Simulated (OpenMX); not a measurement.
Here is an OpenMX 3.8.5 calculation.

The input Sb.dat:

```
System.CurrrentDirectory             ./
System.Name                          Sb
DATA.PATH                            ./DFT_DATA13
level.of.stdout                      1
level.of.fileout                     1
Species.Number                       2
<Definition.of.Atomic.Species
  Sb  Sb7.0-s3p2d2           Sb_PBE13
  E   H7.0-s2p1              E
Definition.of.Atomic.Species>

Atoms.Number                         7
Atoms.SpeciesAndCoordinates.Unit     FRAC
<Atoms.SpeciesAndCoordinates
    1  Sb    0.3333333333    0.6666666666    0.2922837101   7.500  7.500
    2  Sb    0.6666666667    0.3333333334    0.3961418550   7.500  7.500
    3  Sb    0.3333333333    0.6666666666    0.5000000000   7.500  7.500
    4  Sb    0.6666666667    0.3333333334    0.6038581450   7.500  7.500
    5  Sb    0.3333333333    0.6666666666    0.7077162899   7.500  7.500
    6  E     0.3333333333    0.6666666666    0.7934528449   0.000  0.000
    7  E     0.3333333333    0.6666666666    0.2065471551   0.000  0.000
Atoms.SpeciesAndCoordinates>

Atoms.UnitVectors.Unit               Ang
<Atoms.UnitVectors
     3.3690001795   -0.0000000000    0.0000000000
    -1.6845000897    2.9176397408    0.0000000000
     0.0000000000    0.0000000000   25.6600000000
Atoms.UnitVectors>

scf.XcType                           GGA-PBE
scf.SpinPolarization                 off
scf.ElectronicTemperature            580.226
scf.energycutoff                     500.0
scf.maxIter                          100
scf.EigenvalueSolver                 band
scf.Kgrid                            9 9 1
scf.Mixing.Type                      rmm-diisk
scf.Init.Mixing.Weight               0.05
scf.Min.Mixing.Weight                0.001
scf.Max.Mixing.Weight                0.3
scf.Mixing.History                   25
scf.Mixing.StartPulay                8
scf.criterion                        1.0e-8
MD.Type                              nomd
```

Potentials or basis: OpenMX 2013 PBE set, Sb7.0-s3p2d2, grid cutoff 500 Ry.

Command:

```bash
$ openmx Sb.dat -nt 1 > Sb.std
```

(1) What does it give for the work function?

(2) What does it give for the band gap on the k mesh?

(3) Estimate the largest force.

Results:

(1) 4.04 eV.

(2) none (metal or under the smearing width).

(3) 0.404 eV/Å.

Caveat: the basis of atomic orbitals isn't converged, which shifts pressures, moduli and gaps.
